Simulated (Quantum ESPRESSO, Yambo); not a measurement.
# A GW chain in Yambo: Sb (buckled honeycomb monolayer), part 3 of 3

Wanted: ground state, empty states, screening and self-energy for Sb (buckled honeycomb monolayer).

Quantum ESPRESSO 7.5 and Yambo 5.3.0; PBE and many-body steps on it, plane waves. Known limits of the many-body steps: not at the basis limit; no spin-orbit coupling.

So far. Step 3 (Bands along the symmetry lines): The gap is 1.297 eV, −0.017 eV from the run before at this level. Step 4 (Empty states on the mesh, 6×6×1 mesh, 423 bands): On this mesh the gap is 1.314 eV.

**6. Screening and self-energy, 6×6×1 mesh, 209 bands, screening to 142.9 eV**

G0W0 replaces the xc potential by the self-energy, built once from these orbitals. Only a window of levels is corrected, while the sums run over the empty bands that the input names.

This step: G0W0 on PBE, plane waves, norm-conserving pseudopotentials.

Contents of gw2.in:

```
HF_and_locXC
gw0
dyson
ppa
em1d
rim_cut
rim_w
RandQpts= 3000000
RandGvec= 100 RL
CUTGeo= "slab z"
RandGvecW= 9 RL
EXXRLvcs= 88 Ry
VXCRLvcs= 352 Ry
Chimod= "HARTREE"
% BndsRnXp
 1 | 209 |
%
NGsBlkXp= 10.5 Ry
% LongDrXp
 1 | 1 | 0 |
%
% GbndRnge
 1 | 209 |
%
DysSolver= "n"
ExtendOut
PPAPntXp= 27.21138 eV
% QPkrange
 1 | 1 | 22 | 25 |
 3 | 3 | 22 | 25 |
%
```

Run with:

```sh
OMP_NUM_THREADS=1 mpirun -n 4 yambo -F gw2.in -J gw2 -C gw2 > gw2.log
```

Log:

```text
 Yambo, version 5.3.0

 [02] CORE Variables Setup
 =========================

  [... cell, symmetries and grids as in the set-up ...]

  [02.05] Energies & Occupations
  ==============================

  [X] === General ===
  [X] Electronic Temperature                        :  0.000000  0.000000 [eV K]
  [X] Bosonic    Temperature                        :  0.000000  0.000000 [eV K]
  [X] Finite Temperature mode                       : no
  [X] El. density                                   :  0.22273E+24 [cm-3]
  [X] Fermi Level                                   : -0.091652 [eV]

  [X] === Gaps and Widths ===
  [X] Conduction Band Min                           :  1.313505 [eV]
  [X] Valence Band Max                              :  0.000000 [eV]
  [X] Filled Bands                                  :  23
  [X] Empty Bands                                   :    24   423
  [X] Direct Gap                                    :  1.577658 [eV]
  [X] Direct Gap localized at k                     :  1
  [X] Indirect Gap                                  :  1.313505 [eV]
  [X] Indirect Gap between kpts                     :  1  3
  [X] Last valence band width                       :  1.770320 [eV]
  [X] 1st conduction band width                     :  0.892837 [eV]

 [03] Transferred momenta grid and indexing
 ==========================================

 IBZ Q-points                                      :   7
 BZ  Q-points                                      :   36

 K/Q-points units:
 rlu = crystal or reduced units; cc = cartesian coordinates; iku = interal k-units

 Q [1]          [rlu]:  0.000000  0.000000  0.000000
 Q [2]          [rlu]: -0.42332E-17  0.16667       0.0000
 Q [3]          [rlu]: -0.84664E-17  0.33333       0.0000
 Q [4]          [rlu]:  0.12700E-16 -0.50000       0.0000
 Q [5]          [rlu]:  0.166667  0.166667  0.000000
 Q [6]          [rlu]:  0.166667  0.333333  0.000000
 Q [7]          [rlu]:  0.333333  0.333333  0.000000

 [04] Coloumb potential Random Integration (RIM)
 ===============================================

 Performing RIM of v_slab

  [04.01] RIM initialization
  ==========================

  * Diagonal components only detected *

  8 x (sBL volume)        :  0.039551 [a.u.]
  sBZ random points       :  3000000
  Points outside the sBZ  :  24000829
  RL volume               :  0.177979 [a.u.]
  Integrated volume       :  0.177973 [a.u.]

  [04.02] RIM integrals
  =====================

  Gamma point sphere radius             :  0.036404 [a.u.]
  Points outside the sphere             :  2398884
  [Int_sBZ(q=0) 1/q^2]*(Vol_sBZ)^(-1/3) =:  7.385819
                                 should be <:  7.795600

  Summary of Coulomb integrals for non-metallic bands |Q|[au] RIM/Bare

  Q [1] 0.100000E-4 0.947434 * Q [2] 0.155039 0.953725
  Q [5] 0.268535 1.010255 * Q [3] 0.310078 1.014225
  Q [6] 0.410195 1.014662 * Q [4] 0.465117 1.013136
  Q [7] 0.537071 1.010659
  Non-periodic chartesian directions : none
  Optical renormalization            :  26.45617 [au]
  Polarizability dimension           : length

 [05] Coloumb potential CutOffslab
 =================================

 Cut directionsZ
 Slab Cutoff:Z
 Symmetry test passed : yes

 [06] Dipoles
 ============

  [06.01] Setup: observables and procedures
  =========================================

 [07] Dynamic Dielectric Matrix (PPA)
 ====================================

 [WR./gw2//ndb.pp]---------------------------------------------------------------
  Brillouin Zone Q/K grids (IBZ/BZ)                :    7   36    7   36
  RL vectors                                       :  22895 [WF]
  Coulomb cutoff potential                         : slab z
  Electronic Temperature                           :  0.000000 [K]
  Bosonic    Temperature                           :  0.000000 [K]
  PPA    diel. fun.  energies                      : Perdew, Burke & Ernzerhof(X)+Perdew, Burke & Ernzerhof(C)
  wavefunctions                                    : Perdew, Burke & Ernzerhof(X)+Perdew, Burke & Ernzerhof(C)
  Global Gauge                                     : length
  X matrix size                                    :   735
  X band range                                     :    1  209
  X e/h energy range                               : -1.000000 -1.000000 [eV]
  X Time ordering                                  : R
  X Hxc Kernel                                     : HARTREE
  X Drude frequency                                :  0.000000  0.000000
  X poles                                          :  100.0000 [o/o]
  RL vectors in the sum                            :  22895
  [r,Vnl] included                                 : yes
  Field direction                                  :  0.707107E-5  0.707107E-5   0.00000
  BZ energy Double Grid                            : no
  BZ energy DbGd points                            : 0
  BZ Q point size factor                           : -1.000000
  X Optical Averaged directions                    : none

 [08] Local Exchange-Correlation + Non-Local Fock
 ================================================

 [VXC] Plane waves :  155503
 [EXS] Plane waves :  19465

 QP @ state[ 1 ] K range:  1  1
 QP @ state[ 1 ] b range:  22  25
 QP @ state[ 2 ] K range:  3  3
 QP @ state[ 2 ] b range:  22  25

 [xc] Functional : Perdew, Burke & Ernzerhof(X)+Perdew, Burke & Ernzerhof(C)
 [xc] LIBXC used to calculate xc functional
  PP Number of Atomic Species                      :  1
  NLCC RL compoments                               :  155503
  PP Number of Atomic Species                      :  1
  NLCC RL compoments                               :  155503

 [xc] E_xc :  -38.17778 [Ha]
      E_xc :  -76.35556 [Ry]

  Local XC kind (lXC) : Perdew, Burke & Ernzerhof(X)+Perdew, Burke & Ernzerhof(C)
  Non-Local XC kind (nlXC) : Hartree-Fock

  Corrections @ K [1] :  [eV]
 <22|nlXC|22> = -13.64657  0.52505E-17 <22|lXC|22> = -12.65901 -0.37763E-15
 <23|nlXC|23> = -13.64660  0.11172E-16 <23|lXC|23> = -12.65901  0.34713E-30
 <24|nlXC|24> = -7.883613  0.11032E-17 <24|lXC|24> = -11.39975  0.13137E-27
 <25|nlXC|25> = -8.017834  0.37755E-17 <25|lXC|25> = -11.90640  0.94408E-16

  Corrections @ K [3] :  [eV]
 <22|nlXC|22> = -13.63642 -0.86479E-17 <22|lXC|22> = -12.00916 -0.18882E-15
 <23|nlXC|23> = -12.91722 -0.10518E-16 <23|lXC|23> = -11.31001 -0.70806E-16
 <24|nlXC|24> = -6.822172 -0.12816E-17 <24|lXC|24> = -9.888872  0.70806E-16
 <25|nlXC|25> = -6.050009  0.39369E-18 <25|lXC|25> = -9.865942 -0.34527E-24

 [09] Dyson equation: Newton solver
 ==================================

  [09.01] RIM-W interpolation
  ===========================

  [WARNING] RIM-W works only for 2D semiconductors with slab cutoff
  Found compatible q grid: 2D
  q_min[ 1 ]:  0.16667      0.25476E-11   0.0000     [rlu]
   0.166667  0.083333  0.000000 [iku]
  q_min[ 2 ]:  0.42332E-17  0.16667       0.0000     [rlu]
  -0.46629E-11  0.16667       0.0000     [iku]
  G-vectors :  13
  G-vectors loaded:  139
  Number of interpolated frequencies:  2

  Evaluating coefficients q = 0
  Evaluating coefficients q = 0

  [09.02] RIM-W integrals
  =======================

  8 x (sBL volume)        :  0.039551 [a.u.]
  sBZ random points       :  3000000
  Points outside the sBZ  :  24000829
  RL volume               :  0.177979 [a.u.]
  Integrated volume       :  0.177973 [a.u.]

  [09.03] RIM integrals
  =====================

  Comparison between head Wc = W - v averages: < Wc > [au] RIM-W/RIM

   < -Wc [Q = 1] > 0.346208E-1 0.530719E-4 * < -Wc [Q = 2] > 0.005612 0.005461
   < -Wc [Q = 3] > 0.001112 0.001091 * < -Wc [Q = 4] > 0.381145E-3 0.376978E-3
   < -Wc [Q = 5] > 0.001609 0.001578 * < -Wc [Q = 6] > 0.544228E-3 0.539014E-3
   < -Wc [Q = 7] > 0.256962E-3 0.255343E-3

  Comparison between head Wc = W - v averages: < Wc > [au] RIM-W/RIM

   < -Wc [G = 1,G`=0] > 0.346208E-1 0.530719E-4 * < -Wc [G = 2,G`=0] >-0.001569 0.000000
   < -Wc [G = 3,G`=0] >-0.001569 0.000000 * < -Wc [G = 4,G`=0] > 0.192759E-4  0.00000
   < -Wc [G = 5,G`=0] > 0.192617E-4  0.00000 * < -Wc [G = 6,G`=0] > 0.699463E-4  0.00000
   < -Wc [G = 7,G`=0] > 0.699632E-4  0.00000 * < -Wc [G = 8,G`=0] >-0.465338E-5  0.00000
   < -Wc [G = 9,G`=0] >-0.508657E-5  0.00000 * < -Wc [G = 10,G`=0] >-0.463970E-5  0.00000
   < -Wc [G = 11,G`=0] >-0.483188E-5  0.00000 * < -Wc [G = 12,G`=0] >-0.505262E-5  0.00000
   < -Wc [G = 13,G`=0] >-0.480935E-5  0.00000

 [10] G0W0 (W PPA)
 =================

 [  GW  ] Bands range     :    1  209
 [GW/PPA] G damping       :  0.100000 [eV]

 QP @ state[ 1 ] K range:  1  1
 QP @ state[ 1 ] b range:  22  25
 QP @ state[ 2 ] K range:  3  3
 QP @ state[ 2 ] b range:  22  25

  Sc/G bands                                       :    1  209
  Sc/G damping                                     :  0.100000 ev
  Sc bands terminator                              : no
  Sx RL components                                 :  19465

  QP @ state[ 1 ] K range                          :  1  1
  QP @ state[ 1 ] b range                          :  22  25
  QP @ state[ 2 ] K range                          :  3  3
  QP @ state[ 2 ] b range                          :  22  25
  GF energies kind                                 : Perdew, Burke & Ernzerhof(X)+Perdew, Burke & Ernzerhof(C)
  GF WF`s kind                                     : Perdew, Burke & Ernzerhof(X)+Perdew, Burke & Ernzerhof(C)
  Xs energies kind                                 : Perdew, Burke & Ernzerhof(X)+Perdew, Burke & Ernzerhof(C)
  Xs WF`s kind                                     : Perdew, Burke & Ernzerhof(X)+Perdew, Burke & Ernzerhof(C)

 [14] Game Over & Game summary
```

It took 12 min on 4 MPI ranks of Arm Neoverse V2, shared host; peak memory 3.8 GiB.

Numbers from this step:

- G0W0 gap on the points computed: 2.157 eV
- starting gap on the mesh: 1.314 eV
- k of the valence top: 0, 0, 0
- k of the conduction bottom: 0, 0.3333, 0
- least direct G0W0 gap on the computed points: 2.627 eV
- Z at the valence top: 0.7351
- Z at the conduction bottom: 0.7404

The gap on the mesh goes from 1.31 eV to 2.16 eV, a correction of +0.84 eV.

Limits: finite bands, cutoff and mesh; no spin-orbit coupling. v1 is the top filled band, c1 the lowest empty one. The levels before and after the correction (eV, zero at the valence-band top of each column):

|  | conduction bottom | valence top |
| --- | --- | --- |
| Kohn-Sham | 1.31 | 0.00 |
| G0W0 | 2.16 | 0.00 |

|  | level | energy (eV) |
| --- | --- | --- |
| Kohn-Sham | Γ v2-v1 | 0.000 |
| Kohn-Sham | Γ c1 | 1.578 |
| Kohn-Sham | Γ c2 | 2.790 |
| Kohn-Sham | (0 0.333 0) v2 | -1.257 |
| Kohn-Sham | (0 0.333 0) v1 | -0.815 |
| Kohn-Sham | (0 0.333 0) c1 | 1.314 |
| Kohn-Sham | (0 0.333 0) c2 | 3.097 |
| G0W0 | Γ v2-v1 | 0.000 |
| G0W0 | Γ c1 | 2.627 |
| G0W0 | Γ c2 | 3.845 |
| G0W0 | (0 0.333 0) v2 | -1.357 |
| G0W0 | (0 0.333 0) v1 | -0.978 |
| G0W0 | (0 0.333 0) c1 | 2.157 |
| G0W0 | (0 0.333 0) c2 | 4.010 |

**7. Where the time went**

Times are wall times on the hardware named with each run, good to a factor of about two.

| step | time | share | memory (GiB) |
| --- | --- | --- | --- |
| ground state | 21 s | 2 % | 0.73 |
| bands along the symmetry lines | 13 s | 1 % | 0.56 |
| empty states on the mesh | 3.6 min | 22 % | 3.0 |
| conversion and set-up | 2.8 s | 0 % | 0.26 |
| screening and self-energy | 12 min | 75 % | 3.8 |

**8. Results**

* PBE gap: 1.30 eV, indirect
* G0W0 gap on the mesh: 2.16 eV
* GW settings: 6×6×1 mesh, 209 bands, screening to 142.9 eV, Godby-Needs plasmon pole
* known limits: not at the basis limit; no spin-orbit coupling

**Reading.** G0W0 moves the gap on the mesh from 1.31 eV to 2.16 eV (+0.84 eV), with Z of 0.74 and 0.74 at the edges. Only 2 of the mesh's irreducible points were corrected, so a valley elsewhere could overtake. The dearest step here is «screening and self-energy». Against experiment, by G0W0@PBE: the direct gap of 2.63 eV lies +0.42 eV from the measured 2.21 eV (exciton, 2020). An exciton line or allowed optical edge lies below the quasiparticle gap by the binding energy; a forbidden edge can push the onset above it. The computed sheet is free-standing; a substrate or cover screens it further and lowers both gap and binding, while the exciton line moves little. The calculation has static nuclei and no excitons; a measured gap holds zero-point and thermal motion, which mostly lowers it. Bands and cutoff are finite, so the gap is not at the basis limit. The miss can reach some tenths of an eV and take either sign; the mesh is an error of its own. In the G0W0 run levels were corrected at 2 k points alone, so a gap called «on the mesh» is the least over those, and an edge elsewhere would be missed. The many-body steps are scalar-relativistic: spin-orbit coupling is not in them.

[Paths, hosts, dates, memory and timing lines, banners, echoed tables and standing remarks are left out of the program output.]

[Logs are printed without paths, hosts, clocks, repeated set-up lines and the standing remarks that a program may print on its own settings, such as how far it seeks lower states.]

[Runs of the session that timed out or met a known fault of the program may be left out.]

[Hosts, paths, dates, database ids (printed as entryN), source tags and the programs' standing remarks are cut or masked in the printed files.]
